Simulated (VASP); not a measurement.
Crystal: Tc.

```
CELL_PARAMETERS angstrom
-0.02218 1.95029 1.94371
1.92568 -0.03310 1.95463
1.90947 1.94500 -0.01689
ATOMIC_POSITIONS crystal
Tc 0.00000 0.00000 0.00000
```

The cell isn't the ideal one: cell strained at random at fixed volume.

| Quantity | Value |
| --- | --- |
| Program | VASP 6.6.1 |
| Task | relaxation of cell and atoms |
| Functional | optB86b-vdW |
| Potentials or basis | VASP PAW PBE potentials, release 64 (Tc_sv_GW) |
| Cutoff | 630 eV |
| k mesh | 12 × 12 × 12 |
| Occupations | fermi-dirac, width 0.02 eV |
| Spin | no spin polarisation |

At the start: pressure -10.7 GPa; volume 14.83 Å³/atom.

Task: Where does the relaxation end?

Result: Over 8 steps the energy falls by 25.1 meV/atom and the volume is 14.28 Å³/atom (-3.7 %); space group Fm-3m (No. 225, to 0.05 Å).

Step by step:
```tsv
step	energy change (eV)	largest force (eV/Å)	pressure (GPa)	volume (Å³)
1	0.0000	0.0000	-10.69	14.83
2	0.1630	0.0000	44.23	12.80
3	-0.0225	0.0000	0.23	14.28
4	-0.0226	0.0000	0.72	14.25
5	-0.0226	0.0000	1.01	14.24
6	-0.0248	0.0000	-0.08	14.29
7	-0.0249	0.0000	0.00	14.28
8	-0.0251	0.0000	0.05	14.28
```

Final structure:
```cif
data_structure
_symmetry_space_group_name_H-M 'P 1'
_symmetry_Int_Tables_number 1
_cell_length_a 2.7241
_cell_length_b 2.7231
_cell_length_c 2.7237
_cell_angle_alpha 59.994
_cell_angle_beta 59.988
_cell_angle_gamma 59.991
_cell_volume 14.28
loop_
_atom_site_label
_atom_site_type_symbol
_atom_site_fract_x
_atom_site_fract_y
_atom_site_fract_z
_atom_site_occupancy
Tc1 Tc 0.00000 0.00000 0.00000 1
```

Caveat: the PAW data sets were made with another functional, which shifts forces and pressure a little.
